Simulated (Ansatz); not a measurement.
The following input was run with Ansatz 0.2.0.

```yaml
crystal:
  lattice:
    - [0.0719973306, 2.4992297086, 2.7165432575]
    - [2.8494974102, 0.0, 2.7885405881]
    - [2.7775000796, 2.4992297086, 0.0719973306]
  atoms:
    - { symbol: Cd, position: [0.0150275127, -0.0208272368, -0.0150275127] }
    - { symbol: S, position: [0.4849724873, 0.5208272368, 0.5150275127] }
basis:
  ecutwfc: 420
kpoints:
  mp_grid: { grid: [12, 12, 12] }
hamiltonian:
  xc: pbesol
scf:
  occupations: { method: gaussian, width: 0.05 }
output:
  forces: true
  stress: true
  eigenvalues: true
```

Run as
```bash
ansatz run input.yaml --threads 1 --pin off --max-ram 1331MiB --backend cpu --events-out ev --progress --plain --runs-dir out
```

Computed with DFT PBEsol, scalar-relativistic, plane waves, PAW in Ansatz.

From the run's log, abridged (iterations and final results):

```
SCF iter   1: F=—  HF=-9069.937625 eV  |F-HF|=—  |Δ(HF+E_count)|=         —  Δρ=5.48e-3  dr2=1.25e-2  ethr=1.77e-3  ⟨swp⟩=4.7  Hψ=38393  notcnv=0
SCF iter   2: F=—  HF=-9069.934140 eV  |F-HF|=—  |Δ(HF+E_count)|=   3.49e-3  Δρ=1.17e-3  dr2=2.53e-4  ethr=4.80e-5  ⟨swp⟩=2.0  Hψ=17628  notcnv=0
SCF iter   3: F=—  HF=-9069.934162 eV  |F-HF|=—  |Δ(HF+E_count)|=   2.22e-5  Δρ=4.85e-4  dr2=5.61e-5  ethr=9.73e-7  ⟨swp⟩=2.3  Hψ=14443  notcnv=0
SCF iter   4: F=—  HF=-9069.934159 eV  |F-HF|=—  |Δ(HF+E_count)|=   2.76e-6  Δρ=1.94e-4  dr2=1.49e-5  ethr=2.16e-7  ⟨swp⟩=2.0  Hψ=11702  notcnv=0
SCF iter   5: F=-9069.934155 eV  HF=-9069.934155 eV  |F-HF|=2.92e-8  |Δ(HF+E_count)|=   4.14e-6  Δρ=1.86e-5  dr2=5.34e-8  ethr=5.75e-8  ⟨swp⟩=2.0  Hψ=11863  notcnv=0
SCF iter   6: F=-9069.934155 eV  HF=-9069.934155 eV  |F-HF|=1.80e-9  |Δ(HF+E_count)|=   3.03e-8  Δρ=4.72e-6  dr2=3.67e-9  ethr=2.05e-10  ⟨swp⟩=2.0  Hψ=28555  notcnv=0
SCF 1 converged in 6 iterations: F = -9069.934155 eV  dr2 = 3.67e-9
SCF converged after 6 iterations
Free energy (F): -9069.934155 eV
Harris-Foulkes:  -9069.934155 eV  (|F-HF|=1.80e-9)
Internal energy: -9069.934092 eV  (E = F + TS)
E sigma→0 (E₀):  -9069.934124 eV
Entropy (-TS):   -0.000063 eV (-0.032 meV/atom)
Fermi energy:    11.285542 eV
--- Per-component energies (eV) ---
  E_band       = -411.084178
  E_kinetic    = 613.834071
  E_local      = -3423.267181  (includes V_loc(G=0)·N_el)
  E_nonlocal   = 66.275676
  E_hartree    = 1593.707250
  E_xc         = -272.526845
  E_vxc        = -309.689409  (∫ρ·V_xc dr)
  E_paw        = -4598.780925  (= ΣΔE_a)
  E_vpaw       = -545.651740  (= ΣTr[D̂ρ^β])
  E_aug_tail   = 0.000014  (compensation charges beyond the density's cutoff)
  E_ewald      = -3049.580061
  E_core_change = 0.403909  (= ΣΔE_core)
  E_smearing   = -0.000063  (= −TS)
--- Forces (eV/Å), atoms counted from 1 ---
  atom   1  Cd     0.12262863     0.00000000     0.04635037
  atom   2  S     -0.12260767     0.00000000    -0.04634272
--- Stress (GPa, compression-positive) ---
        3.902463       0.000000      -1.467081
        0.000000      12.838115       0.000000
       -1.467081       0.000000       2.652857
  P = ⅓ Tr σ = 6.4645 GPa (64.645 kbar)
--- Band table (eV; the first three rows and the last of 476) ---
  k-point 0: bands = ["-90.6054", "-51.7185", "-51.7128", "-51.7048", "-2.4896", "3.0867", "3.1070", "3.1445", "3.1849", "3.2873", "9.7140", "10.1359", "10.4871", "12.2838", "19.5358", "20.2586", "20.3208"]
  k-point 1: bands = ["-90.6053", "-51.7186", "-51.7129", "-51.7049", "-2.4165", "3.0561", "3.1175", "3.1489", "3.1697", "3.2872", "9.3596", "10.1583", "10.2839", "12.9073", "19.3637", "19.4732", "20.3103"]
  k-point 2: bands = ["-90.6053", "-51.7189", "-51.7131", "-51.7051", "-2.2056", "2.9697", "3.0746", "3.1400", "3.2014", "3.3076", "8.3902", "10.2539", "10.3479", "13.8956", "18.2774", "18.6887", "20.1222"]
  k-point 475: bands = ["-90.6052", "-51.7199", "-51.7142", "-51.7067", "-1.4641", "2.9074", "3.2329", "3.5158", "3.5606", "4.3879", "6.1201", "8.1785", "9.1006", "11.3948", "16.8687", "20.7860", "21.9981"]
```

The run converged.